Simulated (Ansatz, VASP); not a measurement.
## One calculation of GaAs, two programs

File INCAR:

```
SYSTEM = GaAs
  PREC = Accurate
  ENCUT = 520
  EDIFF = 1E-7
  ISMEAR = 0
  SIGMA = 0.01
  LREAL = .FALSE.
  LASPH = .TRUE.
  NELM = 100
  ALGO = Normal
  ISIF = 2
  LWAVE = .FALSE.
  LCHARG = .FALSE.
  GGA = PE
  NBANDS = 16
```

File KPOINTS:

```
regular mesh
0
G
  10 10 10
  0 0 0
```

POSCAR

```
GaAs
1.0
    0.0000000000      2.8725648360      2.8725648360
    2.8725648360      0.0000000000      2.8725648360
    2.8725648360      2.8725648360      0.0000000000
Ga As
1 1
Direct
    0.0000000000      0.0000000000      0.0000000000
    0.7500000000      0.7500000000      0.7500000000
```

Input for Ansatz:

```yaml
crystal:
  lattice:
    - [0.0, 2.872564836, 2.872564836]
    - [2.872564836, 0.0, 2.872564836]
    - [2.872564836, 2.872564836, 0.0]
  atoms:
    - { symbol: Ga, position: [0.0, 0.0, 0.0] }
    - { symbol: As, position: [0.75, 0.75, 0.75] }
basis:
  ecutwfc: 420
kpoints:
  mp_grid: { grid: [10, 10, 10] }
hamiltonian:
  xc: pbe
scf:
  occupations: { method: gaussian, width: 0.01 }
output:
  forces: false
  stress: false
  eigenvalues: true
  eigenstates:
    kpoints:
      - [0.0, 0.0, 0.0]
      - [0.0, 0.009143658, 0.009143658]
      - [0.0, -0.009143658, -0.009143658]
      - [0.009143658, 0.0, 0.009143658]
      - [-0.009143658, 0.0, -0.009143658]
      - [0.009143658, 0.009143658, 0.0]
      - [-0.009143658, -0.009143658, 0.0]
      - [0.006465542, 0.006465542, 0.012931085]
      - [-0.006465542, -0.006465542, -0.012931085]
      - [0.006465542, 0.012931085, 0.006465542]
      - [-0.006465542, -0.012931085, -0.006465542]
      - [0.012931085, 0.006465542, 0.006465542]
      - [-0.012931085, -0.006465542, -0.006465542]
      - [0.010558187, 0.010558187, 0.010558187]
      - [-0.010558187, -0.010558187, -0.010558187]
      - [0.0, 0.0, 0.0]
      - [0.0, 0.009143658, 0.009143658]
      - [0.0, -0.009143658, -0.009143658]
      - [0.009143658, 0.0, 0.009143658]
      - [-0.009143658, 0.0, -0.009143658]
      - [0.009143658, 0.009143658, 0.0]
      - [-0.009143658, -0.009143658, 0.0]
      - [0.006465542, 0.006465542, 0.012931085]
      - [-0.006465542, -0.006465542, -0.012931085]
      - [0.006465542, 0.012931085, 0.006465542]
      - [-0.006465542, -0.012931085, -0.006465542]
      - [0.012931085, 0.006465542, 0.006465542]
      - [-0.012931085, -0.006465542, -0.006465542]
      - [0.010558187, 0.010558187, 0.010558187]
      - [-0.010558187, -0.010558187, -0.010558187]
    e_range: [-1.661455, 1.661455]
checkpoint:
  read: start.run
  write: ck
  compress: false
  write_wavefunctions: false
  write_every: 100000
```

The cell is a database's computed one.

Alike in both runs: task single point; functional PBE; k mesh 10 × 10 × 10; occupations gaussian, width 0.01 eV; no spin polarisation.

```csv
,VASP,Ansatz
version,VASP 6.6.1,Ansatz 0.2.0
potentials or method,"VASP PAW PBE potentials, release 64 (Ga_d, As)","scalar-relativistic, plane waves, PAW"
plane-wave cutoff (eV),520,420
valence electrons in the cell,18,28
```

|  | VASP | Ansatz | Ansatz less VASP |
| --- | --- | --- | --- |
| gap on the k mesh at the Fermi level (eV) | 0.16 | 0.16 | -0.003 |
| least direct gap on the mesh (eV) | 0.16 | 0.16 | -0.003 |

The functional is the same, so the differences come from potentials, cutoffs and numerics. The two sets of potentials don't hold the same shells in valence.
